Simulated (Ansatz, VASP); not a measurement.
## Ag in VASP and in Ansatz

File INCAR:

```
PREC = Accurate ; ENCUT = 520
EDIFF = 1E-6 ; ISMEAR = 0
SIGMA = 0.15 ; LREAL = F
LASPH = T ; NELM = 60
ALGO = Normal ; ISIF = 2
LWAVE = F ; LCHARG = T
GGA = PE ; LELF = T
LVHAR = T ; NBANDS = 12
```

KPOINTS

```
Automatic mesh
0
Gamma
  20 20 20
```

File POSCAR:

```
Ag
1.0
    0.0000000000      2.0635310000      2.0431000000
    2.0431000000      0.0000000000      2.0431000000
    2.0431000000      2.0635310000      0.0000000000
Ag
1
Direct
    0.0000000000      0.0000000000      0.0000000000
```

Input for Ansatz:

```yaml
crystal:
  lattice:
    - [0.0, 2.063531, 2.0431]
    - [2.0431, 0.0, 2.0431]
    - [2.0431, 2.063531, 0.0]
  atoms:
    - { symbol: Ag, position: [0.0, 0.0, 0.0] }
basis:
  ecutwfc: 420
kpoints:
  mp_grid: { grid: [20, 20, 20] }
hamiltonian:
  xc: pbe
scf:
  occupations: { method: gaussian, width: 0.15 }
output:
  forces: true
  stress: true
  eigenvalues: true
  write_density: true
  write_potential: true
  elf: true
  volumetric_format: npy
```

Change from the starting cell: strain +0.0100 x Voigt [0, 1, 0, 0, 0, 0], atoms carried along.

Alike in both runs: task single point; functional PBE; k mesh 20 × 20 × 20; occupations gaussian, width 0.15 eV; no spin polarisation.

```csv
,VASP,Ansatz
version,VASP 6.6.1,Ansatz 0.2.0
potentials or method,"VASP PAW PBE potentials, release 64 (Ag)","scalar-relativistic, plane waves, PAW"
plane-wave cutoff (eV),520,420
valence electrons in the cell,11,19
```

VASP gave:

```
gap on the k mesh at the Fermi level (eV)       : none
pressure (GPa)                                  : 3.4
largest component of the traceless stress (GPa) : 0.27
```

Question: What did Ansatz give for the same quantities?

Answer: gap on the k mesh at the Fermi level (eV): none; pressure (GPa): 3.5; largest component of the traceless stress (GPa): 0.27.

A gap of «none» marks a metal or a gap that the smearing closes. The two sets of potentials don't hold the same shells in valence.
